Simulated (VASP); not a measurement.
# SnTe (F-43m) in VASP: notebook

The runs below take SnTe through G0W0 quasiparticle levels, with PBE.

Everything below comes from runs of VASP 6.6.1. Logs are shortened: lines on timing, memory, paths and dates and some standing lists are left out, and cuts for length are marked.

## Step 1: The crystal as given

The structure is cubic, space group F-43m (No. 216). Conventional cell: a = 7.222 Å, b = 7.222 Å, c = 7.222 Å, α = 90.00°, β = 90.00°, γ = 90.00°. Around Te (site symmetry -43m) lie 4 Sn at 3.13 Å. Sn (site symmetry -43m) is surrounded by 4 Te at 3.13 Å.

Measurements of this composition are mostly on another form, of space group No. 225.

## Step 2: G0W0 quasiparticle levels, PBE

Contents of POSCAR:

```
SnTe
1.0
    0.0000000000      3.6111460000      3.6111460000
    3.6111460000      0.0000000000      3.6111460000
    3.6111460000      3.6111460000      0.0000000000
Te Sn
1 1
Direct
    0.2500000000      0.2500000000      0.2500000000
    0.0000000000      0.0000000000      0.0000000000
```

Contents of INCAR.step1:

```
PREC = Accurate
ENCUT = 450
EDIFF = 1E-8
ISMEAR = 0
SIGMA = 0.01
LREAL = F
LASPH = T
NELM = 80
ALGO = Normal
LWAVE = T
LCHARG = F
GGA = PE
```

Contents of INCAR.step2:

```
PREC = Accurate
ENCUT = 450
EDIFF = 1E-8
ISMEAR = 0
SIGMA = 0.01
LREAL = F
LASPH = T
NELM = 1
ALGO = Exact
LWAVE = T
LCHARG = F
GGA = PE
NBANDS = 123
LOPTICS = T
ISTART = 1
```

Contents of INCAR.step3:

```
PREC = Accurate
ENCUT = 450
EDIFF = 1E-8
ISMEAR = 0
SIGMA = 0.01
LREAL = F
LASPH = T
ALGO = EVGW0
LWAVE = F
LCHARG = F
GGA = PE
NELMGW = 1
NBANDS = 123
ENCUTGW = 150
NOMEGA = 48
PRECFOCK = Fast
ISTART = 1
NBANDSGW = 18
```

Contents of KPOINTS:

```
regular mesh
0
Gamma
  1 1 1
```

Potentials or basis: VASP PAW PBE potentials, release 64 (Te_GW, Sn_d_GW).

Run with:

```console
$ cat potpaw_PBE.64/Te_GW/POTCAR potpaw_PBE.64/Sn_d_GW/POTCAR > POTCAR
$ cp INCAR.step1 INCAR
$ mpirun -np 1 vasp_std > vasp.out
$ cp INCAR.step2 INCAR
$ mpirun -np 1 vasp_std > vasp.out
$ cp INCAR.step3 INCAR
$ mpirun -np 1 vasp_std > vasp.out
```

OUTCAR:

```text
PREC = Accurate
   ENCUT = 450
   EDIFF = 1E-8
   ISMEAR = 0
   LREAL = F
   LASPH = T
   GGA = PE
   NELMGW = 1
   ENCUTGW = 150
   PRECFOCK = Fast
   ISTART = 1

 Found      1 irreducible k-points:

 Following reciprocal coordinates:
            Coordinates               Weight
  0.000000  0.000000  0.000000      1.000000
   k-points           NKPTS =      1   k-points in BZ     NKDIM =      1   number of bands    NBANDS=    123
   number of dos      NEDOS =    301   number of ions     NIONS =      2
   total plane-waves  NPLWV =  46656
   dimension x,y,z NGX =    36 NGY =   36 NGZ =   36
   dimension x,y,z NGXF=    72 NGYF=   72 NGZF=   72
   ions per type =               1   1
   NGX,Y,Z   is equivalent  to a cutoff of  11.72, 11.72, 11.72 a.u.
   NGXF,Y,Z  is equivalent  to a cutoff of  23.44, 23.44, 23.44 a.u.
 SYSTEM =  unknown system
   PREC   = accura    normal or accurate (medium, high low for compatibility)
   ISTART =      1    job   : 0-new  1-cont  2-samecut
   ICHARG =      0    charge: 1-file 2-atom 10-const
   ISPIN  =      1    spin polarized calculation?
   LNONCOLLINEAR =      F non collinear calculations
   LSORBIT =      F    spin-orbit coupling
   LASPH  =      T    aspherical Exc in radial PAW
   ENCUT  =  450.0 eV  33.07 Ry    5.75 a.u.   8.83  8.83  8.83*2*pi/ulx,y,z
   NELM   =     60;   NELMIN=  2; NELMDL=  0     # of ELM steps
   EDIFF  = 0.1E-07   stopping-criterion for ELM
   LREAL  =      F    real-space projection
   EDIFFG = 0.1E-06   stopping-criterion for IOM
   NSW    =      0    number of steps for IOM
   IBRION =     -1    ionic relax: 0-MD 1-quasi-New 2-CG
   NFREE  =      0    steps in history (QN), initial steepest desc. (CG)
   ISIF   =      0    stress and relaxation
   ISYM   =      3    0-nonsym 1-usesym 2-fastsym
   POTIM  = 0.5000    time-step for ionic-motion
   TEBEG  =    0.0;   TEEND  =   0.0 temperature during run
   PSTRESS=    0.0 pullay stress
   NELECT =      20.0000    total number of electrons
   NUPDOWN=      -1.0000    fix difference up-down
   EMIN   =  10.00;   EMAX   =-10.00  energy-range for DOS
   EFERMI =   0.00;   METHOD = LEGACY
   ISMEAR =     0;   SIGMA  =   0.01  broadening in eV -4-tet -1-fermi 0-gaus
   EFERMI_NEDOS =   21; number of points for ismear=-14 and -15
   IALGO  =     38    algorithm
   IMIX   =      4    mixing-type and parameters
     AMIX     =   0.40;   BMIX     =  1.00
     AMIX_MAG =   1.60;   BMIX_MAG =  1.00
  volume/ion in A,a.u.               =      47.09       317.78
  Fermi-wavevector in a.u.,A,eV,Ry     =   0.976704  1.845704 12.979296  0.953951
  Thomas-Fermi vector in A             =   2.107344
   LORBIT       =      0    0 simple, 1 ext, 2 COOP (PROOUT), +10 PAW based schemes
   GGA     = PE    functional components
   LHFCALC =     T    Hartree Fock is set to
   PRECFOCK=fast      Normal, Fast or Accurate (Low or Medium for compatibility)
   ENCUT4O =  -1.0   cutoff for four orbital integrals eV
   NKREDX  =     1    reduce k-point grid by
   NKREDY  =     1    reduce k-point grid by
   NKREDZ  =     1    reduce k-point grid by
   AEXX    =    1.0000 exact exchange contribution
   HFSCREEN=    0.0000 screening length (either q_TF or 0.3 A-1)
   HFSCREENC=   0.0000 screening length for correlation (either q_TF or 0.3 A-1)
   ENCUTFOCK=  -1.0 apply spherical cutoff to Coloumb kernel
   IVDW    =     0    specifies the selected vdW correction
   LEPSILON=     F    determine dielectric tensor
   LRPA    =     F    only Hartree local field effects (RPA)
   LRPAFORCE           =     F    calculate RPA forces
   ENCUTGW             = 150.0    cutoff for response function in eV
   ENCUTGWSOFT         = 120.0    soft cutoff for Coulomb kernel in GW response function in eV
   ENCUTLF             =  -1.0    cutoff for local field effects
   NELMGW              =     1    number of iterations in solving QP/BSE equation
   NELMHF              =     1    number of iterations in the inner HF iteration
   NKREDLFX            =     1    NKREDLFY  =   1   NKREDLFZ  =   1
 non-spin polarized calculation
 Gauss-broadening in eV      SIGMA  =   0.01
  energy-cutoff  :      450.00
  volume of cell :       94.18
 maximum number of plane-waves:      2085
 NGX is ok and might be reduce to    36
  NGX = 18; NGY = 18; NGZ = 18
   NGX = 17   NGY = 17   NGZ = 17
 maximum number of plane-waves:       411

 QP shifts <psi_nk| G(iteration)W_0 |psi_nk>: iteration 1
 for sc-GW calculations column KS-energies equals QP-energies in previous step
 and V_xc(KS)=  KS-energies - (<T + V_ion + V_H > + <T+V_H+V_ion>^1  + <V_x>^1)

 k-point   1 :       0.0000    0.0000    0.0000
  band No.  KS-energies  QP-energies   sigma(KS)   V_xc(KS)     V^pw_x(r,r')   Z            occupation Imag(sigma)

      1     -18.9181     -20.9291     -20.4534     -17.5077     -27.2142       0.6827       2.0000       1.0923
      2     -18.9181     -20.9291     -20.4534     -17.5077     -27.2142       0.6827       2.0000       1.0923
      3     -18.9036     -20.9153     -20.4724     -17.5182     -27.3025       0.6810       2.0000       1.0779
      4     -18.9036     -20.9153     -20.4724     -17.5182     -27.3025       0.6810       2.0000       1.0779
      5     -18.9036     -20.9153     -20.4724     -17.5182     -27.3025       0.6810       2.0000       1.0779
      6      -7.9702      -9.0956     -12.1520     -10.6792     -16.8900       0.7641       2.0000       1.3725
      7      -2.0744      -2.3887     -11.7994     -11.3659     -15.1923       0.7252       2.0000       0.5036
      8       1.4834       0.9447     -11.0602     -10.3210     -14.4650       0.7288       2.0000       0.4077
      9       1.4834       0.9447     -11.0602     -10.3210     -14.4650       0.7288       2.0000       0.4077
     10       1.4834       0.9447     -11.0602     -10.3210     -14.4650       0.7288       2.0000       0.4077
     11       3.9181       3.8198      -8.9123      -8.7755      -3.8765       0.7190       0.0000      -0.4364
     12       3.9181       3.8198      -8.9123      -8.7755      -3.8765       0.7190       0.0000      -0.4364
     13       3.9181       3.8198      -8.9123      -8.7755      -3.8765       0.7190       0.0000      -0.4364
     14       6.8187       5.8246      -6.2955      -4.9662      -1.4149       0.7479       0.0000      -0.4473
     15       9.4191       9.0652      -7.8429      -7.3680      -2.4527       0.7451       0.0000      -0.5935
     16       9.4191       9.0652      -7.8429      -7.3680      -2.4527       0.7451       0.0000      -0.5935
     17      10.3651       9.5868      -6.4126      -5.3614      -1.1879       0.7405       0.0000      -0.5893
     18      10.3651       9.5868      -6.4126      -5.3614      -1.1879       0.7405       0.0000      -0.5893
```

Wall time 90 s (1 thread of AMD EPYC 7R43 (Zen 3), shared host); peak memory 0.45 GiB.

The run converged, but some of its settings lie outside the range that counts as converged, so its numbers aren't taken as properties of the crystal.

Results:

| Property | Result |
| --- | --- |
| Band gap on the k mesh, mean-field level | 2.43 eV, direct |
| Quasiparticle gap | 2.88 eV |
| Least direct quasiparticle gap | 2.88 eV |

Caveat: the k mesh is coarse (spacing up to 1.51 Å⁻¹), so the values aren't converged; bands, screening cutoff and mesh are small and nothing is extrapolated, so the quasiparticle values aren't converged; spin-orbit coupling is left out, which moves the levels of the heavy elements; an odd mesh through Γ misses points on the zone boundary, where band edges often lie.

## Step 3: G0W0 quasiparticle levels, PBE

POSCAR is that of step 2.

INCAR.step1 is that of step 2.

INCAR.step2, as its differences from that of step 2:

```diff
@@ -12,3 +12,3 @@
 GGA = PE
-NBANDS = 123
+NBANDS = 38
 LOPTICS = T
```

INCAR.step3, as its differences from that of step 2:

```diff
@@ -12,4 +12,4 @@
 NELMGW = 1
-NBANDS = 123
-ENCUTGW = 150
+NBANDS = 38
+ENCUTGW = 200
 NOMEGA = 48
```

Contents of KPOINTS:

```
regular mesh
0
Gamma
  2 2 2
```

Potentials or basis: VASP PAW PBE potentials, release 64 (Te_GW, Sn_d_GW).

Run with:

```console
$ cat potpaw_PBE.64/Te_GW/POTCAR potpaw_PBE.64/Sn_d_GW/POTCAR > POTCAR
$ cp INCAR.step1 INCAR
$ mpirun -np 1 vasp_std > vasp.out
$ cp INCAR.step2 INCAR
$ mpirun -np 1 vasp_std > vasp.out
$ cp INCAR.step3 INCAR
$ mpirun -np 1 vasp_std > vasp.out
```

OUTCAR:

```text
PREC = Accurate
   ENCUT = 450
   EDIFF = 1E-8
   ISMEAR = 0
   LREAL = F
   LASPH = T
   GGA = PE
   NELMGW = 1
   ENCUTGW = 200
   PRECFOCK = Fast
   ISTART = 1

 Found      3 irreducible k-points:

 Following reciprocal coordinates:
            Coordinates               Weight
  0.000000  0.000000  0.000000      1.000000
  0.500000  0.000000  0.000000      4.000000
  0.500000  0.500000  0.000000      3.000000
   k-points           NKPTS =      3   k-points in BZ     NKDIM =      8   number of bands    NBANDS=     38
   number of dos      NEDOS =    301   number of ions     NIONS =      2
   total plane-waves  NPLWV =  46656
   dimension x,y,z NGX =    36 NGY =   36 NGZ =   36
   dimension x,y,z NGXF=    72 NGYF=   72 NGZF=   72
   ions per type =               1   1
   NGX,Y,Z   is equivalent  to a cutoff of  11.72, 11.72, 11.72 a.u.
   NGXF,Y,Z  is equivalent  to a cutoff of  23.44, 23.44, 23.44 a.u.
 SYSTEM =  unknown system
   PREC   = accura    normal or accurate (medium, high low for compatibility)
   ISTART =      1    job   : 0-new  1-cont  2-samecut
   ICHARG =      0    charge: 1-file 2-atom 10-const
   ISPIN  =      1    spin polarized calculation?
   LNONCOLLINEAR =      F non collinear calculations
   LSORBIT =      F    spin-orbit coupling
[... 28 lines left out ...]
   GGA     = PE    functional components
   LHFCALC =     T    Hartree Fock is set to
   PRECFOCK=fast      Normal, Fast or Accurate (Low or Medium for compatibility)
   ENCUT4O =  -1.0   cutoff for four orbital integrals eV
   NKREDX  =     1    reduce k-point grid by
   NKREDY  =     1    reduce k-point grid by
   NKREDZ  =     1    reduce k-point grid by
   AEXX    =    1.0000 exact exchange contribution
   HFSCREEN=    0.0000 screening length (either q_TF or 0.3 A-1)
   HFSCREENC=   0.0000 screening length for correlation (either q_TF or 0.3 A-1)
   ENCUTFOCK=  -1.0 apply spherical cutoff to Coloumb kernel
   IVDW    =     0    specifies the selected vdW correction
   LEPSILON=     F    determine dielectric tensor
   LRPA    =     F    only Hartree local field effects (RPA)
   LRPAFORCE           =     F    calculate RPA forces
   ENCUTGW             = 200.0    cutoff for response function in eV
   ENCUTGWSOFT         = 160.0    soft cutoff for Coulomb kernel in GW response function in eV
   ENCUTLF             =  -1.0    cutoff for local field effects
   NELMGW              =     1    number of iterations in solving QP/BSE equation
   NELMHF              =     1    number of iterations in the inner HF iteration
   NKREDLFX            =     1    NKREDLFY  =   1   NKREDLFZ  =   1
 non-spin polarized calculation
 Gauss-broadening in eV      SIGMA  =   0.01
  energy-cutoff  :      450.00
  volume of cell :       94.18
 maximum number of plane-waves:      2085
 NGX is ok and might be reduce to    36
  NGX = 20; NGY = 20; NGZ = 20
   NGX = 17   NGY = 17   NGZ = 17
 maximum number of plane-waves:       620

 QP shifts <psi_nk| G(iteration)W_0 |psi_nk>: iteration 1
 for sc-GW calculations column KS-energies equals QP-energies in previous step
 and V_xc(KS)=  KS-energies - (<T + V_ion + V_H > + <T+V_H+V_ion>^1  + <V_x>^1)

 k-point   1 :       0.0000    0.0000    0.0000
  band No.  KS-energies  QP-energies   sigma(KS)   V_xc(KS)     V^pw_x(r,r')   Z            occupation Imag(sigma)

      1     -19.3912     -21.4083     -20.6524     -17.5160     -27.0917       0.6431       2.0000       0.3749
      2     -19.3912     -21.4083     -20.6524     -17.5160     -27.0917       0.6431       2.0000       0.3749
      3     -19.3912     -21.4083     -20.6524     -17.5160     -27.0917       0.6431       2.0000       0.3749
      4     -19.3830     -21.3839     -20.6453     -17.5180     -27.0742       0.6398       2.0000       0.3568
      5     -19.3830     -21.3839     -20.6453     -17.5180     -27.0742       0.6398       2.0000       0.3568
      6      -9.0511      -8.8197     -10.3901     -10.7924     -17.0021       0.5752       2.0000       1.0946
[... 41 lines left out ...]
      4     -19.3830     -21.3925     -20.6447     -17.5179     -27.0735       0.6427       2.0000       0.3560
      5     -19.3830     -21.3925     -20.6447     -17.5179     -27.0735       0.6427       2.0000       0.3560
      6      -8.2902      -8.1013     -10.9101     -11.2166     -17.0086       0.6163       2.0000       0.9587
[... 10 lines left out ...]
     17      10.7115      11.3455      -7.0091      -7.8897      -3.1825       0.7200       0.0000      -0.3514
     18      11.0314      11.7360      -6.8951      -7.8913      -2.9037       0.7073       0.0000      -0.3779
```

OUTCAR.step1:

```text
PREC = Accurate
   ENCUT = 450
   EDIFF = 1E-8
   ISMEAR = 0
   LREAL = F
   LASPH = T
[... 156 lines left out ...]
 -----------------------------------------------------------------------------------
      1.80557      1.80557      1.80557         0.000000      0.000000     -0.000000
      0.00000      0.00000      0.00000        -0.000000     -0.000000      0.000000
 -----------------------------------------------------------------------------------
    total drift:                               -0.000000     -0.000000     -0.000000

  FREE ENERGIE OF THE ION-ELECTRON SYSTEM (eV)
  ---------------------------------------------------
  free  energy   TOTEN  =        -7.3783918491 eV

  energy  without entropy=       -7.3783918491  energy(sigma->0) =       -7.37839185
```

OUTCAR.step2:

```text
PREC = Accurate
   ENCUT = 450
   EDIFF = 1E-8
   ISMEAR = 0
   LREAL = F
[... 516 lines left out ...]
     0.00000     7.60638     7.60638     7.60638     0.00000     0.00000    -0.00000
     0.54257     7.78199     7.78199     7.78199     0.00000     0.00000    -0.00000
     1.08513     8.19327     8.19327     8.19327     0.00000     0.00000    -0.00000
     1.62770     9.36723     9.36723     9.36723     0.00000     0.00000    -0.00000
     2.17026    12.02401    12.02401    12.02401     0.00000     0.00000    -0.00000
     2.71283    22.29977    22.29977    22.29977     0.00000     0.00000    -0.00000
[... 92 lines left out ...]
    53.17144     0.92207     0.92207     0.92207    -0.00000    -0.00000     0.00000
    53.71401     0.92431     0.92431     0.92431    -0.00000    -0.00000     0.00000
```

It took 3.6 min on 1 thread of AMD EPYC 7R43 (Zen 3), shared host; peak memory 0.71 GiB.

The run converged, but some of its settings lie outside the range that counts as converged, so its numbers aren't taken as properties of the crystal.

What came out:

| Item | Value |
| --- | --- |
| Band gap on the k mesh, mean-field level | 0.81 eV, direct |
| Quasiparticle gap | 1.28 eV |
| Least direct quasiparticle gap | 1.28 eV |

Caveat: the k mesh is coarse (spacing up to 0.75 Å⁻¹), so the values aren't converged; bands, screening cutoff and mesh are small and nothing is extrapolated, so the quasiparticle values aren't converged; spin-orbit coupling is left out, which moves the levels of the heavy elements.

[end of part 1 of 3]
